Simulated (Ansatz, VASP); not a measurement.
## Rh: VASP beside Ansatz

```xyz
1
Lattice="0.0000 1.8952 1.8952 1.8952 0.0000 1.8952 1.8952 1.8952 0.0000" Properties=species:S:1:pos:R:3 pbc="T T T"
Rh    0.0000    0.0000    0.0000
```

Change from the starting cell: volume scaled by 0.99.

Alike in both runs: task single point; functional PBEsol; k mesh 16 × 16 × 16; occupations fermi-dirac, width 0.08 eV; no spin polarisation.

|  | VASP | Ansatz |
| --- | --- | --- |
| version | VASP 6.6.1 | Ansatz 0.2.0 |
| potentials or method | VASP PAW PBE potentials, release 64 (Rh_pv), cutoff 520 eV | all-electron LAPW, scalar-relativistic |

VASP gave:

| Item | Value |
| --- | --- |
| pressure (GPa) | -2.2 |

Q: Estimate Ansatz's values.

A: Pressure (GPa): -2.1.

Ansatz ran all-electron here, so the differences hold the error of VASP's frozen core and of both bases.

Caveats: the PAW data sets were made with another functional, which shifts forces and pressure a little (VASP).
